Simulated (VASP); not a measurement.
Wanted: the native input for a VASP 6.6.1 run.

| Quantity | Value |
| --- | --- |
| Task | single point |
| Functional | PBE |
| Potentials or basis | VASP PAW PBE potentials, release 64 (Al) |
| Cutoff | 520 eV |
| k mesh | 15 × 15 × 20 |
| Occupations | gaussian, width 0.1 eV |
| Spin | no spin polarisation |
| Dipole correction | no |
| Further INCAR settings | ALGO = Fast; EDIFF = 1e-07; NBANDS = 10 |

The structure of Al lies in POSCAR:

```
Al
1.0
    4.5467311772      0.0000000000      0.0000000000
   -2.2733655886      3.9375847036      0.0000000000
    0.0000000000      0.0000000000      2.7539328018
Al
2
Direct
    0.3333333333      0.6666666667      0.5000000000
    0.6666666667      0.3333333333      0.5000000000
```

The cell was built by a generator and needn't be a form met in nature.

The cell isn't the ideal one: random cell by space group and Wyckoff sites (P6/mmm, No. 191).

These files were run (other wordings do the same):

INCAR

```
SYSTEM = Al
PREC = Accurate ; ENCUT = 520
EDIFF = 1E-7 ; ISMEAR = 0
SIGMA = 0.1 ; LREAL = .FALSE.
LASPH = .TRUE. ; NELM = 100
ALGO = Fast ; ISIF = 2
LWAVE = .FALSE. ; LCHARG = .FALSE.
GGA = PE ; NBANDS = 10
```

KPOINTS

```
Automatic mesh
0
G
  15 15 20
  0 0 0
```

Potentials or basis: VASP PAW PBE potentials, release 64 (Al).

Command:

```sh
$ cat potpaw_PBE.64/Al/POTCAR > POTCAR
$ mpirun -np 1 vasp_std > vasp.out
```

It gave:

```
Pressure               : 0.0 GPa
Band gap on the k mesh : none (metal or under the smearing width)
```

It took 72 s on 1 thread of Intel(R) Xeon(R) Platinum 8488C (Sapphire Rapids) (shared host), peak memory 0.24 GiB.
